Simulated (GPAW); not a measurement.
A run of GPAW 26.7.0 is set up as follows.

Contents of run.py:

```python
from ase import Atoms
from ase.calculators.mixing import SumCalculator
from ase.filters import FrechetCellFilter
from ase.io import write
from ase.optimize import BFGS
from dftd3.ase import DFTD3
from gpaw import GPAW, PW, setup_paths

setup_paths.insert(0, '.')

atoms = Atoms(['In', 'Pd'],
              cell=[[3.27188478, 0.0, 0.0],
                    [0.0, 3.27188478, 0.0],
                    [0.0, 0.0, 3.27188478]],
              scaled_positions=[[0.0, 0.0, 0.0],
                                [0.5, 0.5, 0.5]],
              pbc=True)

calc = GPAW(mode=PW(600),
            xc='PBEsol',
            kpts={'size': (8, 8, 8), 'gamma': True},
            occupations={'name': 'fermi-dirac', 'width': 0.05},
            nbands=26,
            convergence={'density': 1e-05, 'forces': 0.0001},
            maxiter=150,
            txt='gpaw.txt')
atoms.calc = SumCalculator([calc, DFTD3(damping='d3bj', params_tweaks=dict(method='pbesol', atm=True))])
opt = BFGS(FrechetCellFilter(atoms), trajectory='relax.traj', logfile='-')
done = opt.run(fmax=0.02, steps=60)
calc.write('gs.gpw')
write('result.traj', atoms)
print('Converged:', done)
print('Cell:', atoms.cell.cellpar().round(4))
print('Volume:', round(atoms.get_volume(), 4))
print(atoms.get_scaled_positions().round(5))
```

Potentials or basis: PAW data sets generated in the run's folder for this functional, pw.

Command:

```sh
$ gpaw-setup -f PBEsol In Pd
$ OMP_NUM_THREADS=1 python run.py
```

Q: Estimate the band gap on the k mesh.

A: None (metal or under the smearing width).

Q: Predict the relaxed volume.

A: 16.61 Å³/atom.

Q: What does it give for the space group after relaxing (to 0.05 Å)?

A: Pm-3m (No. 221).

Step by step:
```csv
step,energy change (eV),largest force (eV/Å),pressure (GPa),volume (Å³)
1,0.0000,0.0000,-7.15,35.03
2,-0.0222,0.0000,-5.14,34.44
3,-0.0423,0.0000,0.60,33.08
4,-0.0425,0.0000,-0.04,33.22
```

Caveat: later steps reuse the first step's grids; pairwise dispersion overbinds metals, which lowers pressure and volume.
